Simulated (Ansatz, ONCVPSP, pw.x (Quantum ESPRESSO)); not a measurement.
## What a changed setting does to a pw.x run (fcc Si)

Potential: optimised norm-conserving Vanderbilt (ONCV), ONCVPSP 4.0.1.1 (patched build), PBEsol; core [Ne], reference 3s2 3p2; waves: 3s: rc 1.80 bohr, ncon 4, nbas 8, qcut 4 1/bohr, 2 projectors, debl 0.7 Ha; 3p: rc 2.10 bohr, ncon 4, nbas 7, qcut 4.3 1/bohr, 3 projectors, debl 1.5 Ha; d scattering state at 0.09 Ha: rc 1.75 bohr, ncon 4, nbas 8, qcut 6 1/bohr, 1 projector; local part: polynomial inside 1.60 bohr (lpopt 5, dvloc0 0 Ha); core correction: none.

The reference run (k-mesh 15³, cutoffs 60/240 Ry, Fermi–Dirac 0.01 Ry, mixing_beta 0.4, conv_thr 1e-9, no spin) gives 0.69 GPa at 14.001 Å³/atom, where all-electron LAPW gives 0.43 GPa. This run, with its own iteration cap, changes nosym to true.

```
&control
  calculation='scf', prefix='x', pseudo_dir='./', outdir='./tmp', tstress=.true., disk_io='none'
/
&system
  ibrav=0, nat=1, ntyp=1, ecutwfc=60, ecutrho=240, nbnd=9,
  occupations='smearing', smearing='fd', degauss=0.01, nosym=.true.
/
&electrons
  conv_thr=1e-09, mixing_beta=0.4, electron_maxstep=60
/
ATOMIC_SPECIES
Si 1.0 Si.UPF
CELL_PARAMETERS angstrom
  0.00000000 1.91297673 1.91297673
  1.91297673 0.00000000 1.91297673
  1.91297673 1.91297673 0.00000000
ATOMIC_POSITIONS crystal
Si 0.0000 0.0000 0.0000
K_POINTS automatic
15 15 15 0 0 0
```

```bash
pw.x < Si.scf.in > Si.scf.out
```

Problem. How does the run end?

Solution. It converges in 6 iterations; the free energy moves by +0.0 meV/atom and the pressure by +0.00 GPa. The result is that of the reference run.

```
lattice parameter (alat)  =       5.1124  a.u.
     unit-cell volume          =      94.4834 (a.u.)^3
     number of electrons       =         4.00
     number of Kohn-Sham states=            9
     kinetic-energy cutoff     =      60.0000  Ry
     charge density cutoff     =     240.0000  Ry
     scf convergence threshold =      1.0E-09
     Exchange-correlation= PBESOL
     number of k points=  1688  Fermi-Dirac smearing, width (Ry)=  0.0100
     iteration #  1     ecut=    60.00 Ry     beta= 0.40
     total energy              =      -7.86211299 Ry
     estimated scf accuracy    <       0.00386817 Ry
     iteration #  2     ecut=    60.00 Ry     beta= 0.40
     total energy              =      -7.86179771 Ry
     estimated scf accuracy    <       0.00119410 Ry
     iteration #  3     ecut=    60.00 Ry     beta= 0.40
     total energy              =      -7.86184268 Ry
     estimated scf accuracy    <       0.00000243 Ry
     iteration #  4     ecut=    60.00 Ry     beta= 0.40
     total energy              =      -7.86184332 Ry
     estimated scf accuracy    <       0.00000009 Ry
     iteration #  5     ecut=    60.00 Ry     beta= 0.40
     total energy              =      -7.86184334 Ry
     estimated scf accuracy    <          2.3E-09 Ry
     iteration #  6     ecut=    60.00 Ry     beta= 0.40
     the Fermi energy is    11.1305 ev
!    total energy              =      -7.86184334 Ry
     estimated scf accuracy    <          3.6E-10 Ry
     smearing contrib. (-TS)   =      -0.00196889 Ry
     The total energy is F=E-TS. E is the sum of the following terms:
     one-electron contribution =       4.71998968 Ry
     hartree contribution      =       0.02720949 Ry
     xc contribution           =      -2.46077340 Ry
     ewald contribution        =     -10.14630021 Ry
     convergence has been achieved in   6 iterations
          total   stress  (Ry/bohr**3)                   (kbar)     P=        6.88
     Message from routine punch:
     Nothing written, as per user request (disk_io='none')
```

The run took about 2.9 min on one core of a shared host (Neoverse-N1, 64 threads, 124 GiB, load 60).
